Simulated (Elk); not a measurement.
# LiBr: optical spectrum from first principles, part 2 of 2

Wanted: where LiBr starts to absorb, how strongly, and its refractive index.

Elk 11.2.3 (patched build); DFT, PBE, all-electron APW+lo, Dirac cores, scalar-relativistic bands, independent-particle optical response without local fields.

So far. Step 2 (Ground state): There is a gap, 4.94 eV on this mesh (points off the mesh can give less), so no carriers' term is needed.

## 3. Independent particles (continued)

The Re ε, E ∥ x by photon energy:

photon energy (eV), Re ε, E ∥ x and a bar from the least value:
```
        0       3.73 ##################
        1       3.77 ##################
        2       3.90 ###################
        3       4.16 ####################
        4       4.66 #####################
        5       5.79 #########################
        6       7.49 ##############################
        7       5.96 #########################
        8       0.40 ########
        9       0.20 #######
       10      -1.77 #
       11      -2.09 
       12      -1.85 #
       13      -0.99 ###
       14      -0.32 ######
       15      -0.19 ######
       16       0.09 #######
       17       0.19 #######
       18       0.26 #######
       19       0.12 #######
       20       0.11 #######
       21       0.21 #######
```

Table of refractive index n and extinction k by photon energy:

```
photon energy (eV)      n        k
                 0   1.93        0
                 1   1.94  0.00325
                 2   1.98  0.00718
                 3   2.04   0.0130
                 4   2.16   0.0245
                 5   2.41   0.0870
                 6   2.78    0.511
                 7   2.68     1.11
                 8   1.63     1.50
                 9   1.92     1.87
                10   1.24     1.82
                11  0.928     1.72
                12  0.625     1.50
                13  0.413     1.08
                14  0.458    0.730
                15  0.550    0.699
                16  0.636    0.562
                17  0.676    0.515
                18  0.666    0.427
                19  0.598    0.489
                20  0.495    0.366
                21  0.519    0.245
```

The loss function −Im 1/ε at q → 0, E ∥ x has structure finer than the step of the table below, so its rows give means over 0.5 eV, whole bins alone (the curve runs from 0 to 21.9 eV). Peaks (eV: height): 15.35: 1.78, 17.60: 1.86, 19.91: 2.66.

Values under the direct gap are tails of Lorentzian lines. The loss function −Im 1/ε at q → 0, E ∥ x by energy loss; means over each step:

energy loss (eV), loss function −Im 1/ε at q → 0, E ∥ x and a bar:
```
      0.5       0.00 
      1.0       0.00 
      1.5       0.00 
      2.0       0.00 
      2.5       0.00 
      3.0       0.00 
      3.5       0.00 
      4.0       0.00 
      4.5       0.01 
      5.0       0.01 
      5.5       0.02 
      6.0       0.04 #
      6.5       0.08 #
      7.0       0.09 #
      7.5       0.09 #
      8.0       0.17 ##
      8.5       0.12 #
      9.0       0.14 ##
      9.5       0.16 ##
     10.0       0.19 ##
     10.5       0.22 ###
     11.0       0.22 ###
     11.5       0.29 ###
     12.0       0.29 ###
     12.5       0.44 #####
     13.0       0.55 #######
     13.5       0.83 ##########
     14.0       1.16 ##############
     14.5       1.28 ###############
     15.0       1.30 ###############
     15.5       1.58 ###################
     16.0       1.43 #################
     16.5       1.47 ##################
     17.0       1.41 #################
     17.5       1.66 ####################
     18.0       1.47 ##################
     18.5       1.26 ###############
     19.0       1.58 ###################
     19.5       1.79 #####################
     20.0       2.51 ##############################
     20.5       2.49 ##############################
     21.0       2.26 ###########################
     21.5       1.77 #####################
```

The reflectivity at normal incidence, E ∥ x has structure finer than the step of the table below, so its rows give means over 1 eV, whole bins alone (the curve runs from 0 to 21.9 eV). Peaks (eV: height): 7.9: 35.8, 11.2: 47.2, 12.2: 54.8, 13.1: 48.3, 13.8: 39.2, 19.8: 21.1.

Table of reflectivity at normal incidence, E ∥ x by photon energy; means over each step:

```
photon energy (eV)  reflectivity at normal incidence, E ∥ x (%)
                 1                                         10.3
                 2                                         10.8
                 3                                         11.7
                 4                                         13.5
                 5                                         17.2
                 6                                         23.2
                 7                                         25.4
                 8                                         28.3
                 9                                         34.7
                10                                         38.2
                11                                         43.1
                12                                         46.7
                13                                         42.6
                14                                         30.7
                15                                         22.2
                16                                         15.3
                17                                         14.1
                18                                         10.9
                19                                         14.2
                20                                         17.0
                21                                         11.9
```

At chosen wavelengths:

```
wavelength (nm)     n      k  R (%)     1/α
           1550  1.94  0.003   10.2   48 µm
            800  1.96  0.005   10.5   12 µm
            633  1.97  0.007   10.7  7.2 µm
            532  1.99  0.009   11.0  4.8 µm
            405  2.05  0.013   11.8  2.4 µm
            365  2.08  0.016   12.3  1.8 µm
            193  2.67  0.852   24.8   18 nm
```

Below the direct gap, k and the depth come from the tails of the Lorentzian lines, not from transitions.

Rows near the edge hang on the gap, which this functional as a rule makes too small, and phonon-assisted absorption is left out.

## 4. Outcome

```
electronic dielectric constant ε∞, mean over x, y and z (by symmetry where fewer were run) (independent particles) : 3.73
main peak of Im epsilon, first axis                                                                                : 7.71 eV
```

In words: At this level (PBE, independent particles) LiBr has ε∞ = 3.73 and n = 1.94 at 1550 nm, and Im ε peaks at 7.7 eV. On the mesh the gap is 4.94 eV and the least direct gap 4.94 eV. Distinct maxima of Im ε, read by a parabola through the highest points, lie at 7.04 eV (6.1), 7.71 eV (8.4), 8.80 eV (8.0) and 9.67 eV (6.1). Excitons and phonon-assisted transitions are missing, and so are local fields; PBE gaps are as a rule too small, which pulls the onset down and ε∞ up. The sum runs over mesh points, so small or evenly spaced maxima can still be ripples of the mesh.

[Machine, clock and banner lines and Python warnings are left out of the logs.]

[Logs are printed without paths, hosts, clocks, repeated set-up lines and the standing remarks that a program may print on its own settings, such as how far it seeks lower states.]

[Hosts, paths, dates, database ids (printed as entryN), source tags and the programs' standing remarks are cut or masked in the printed files.]
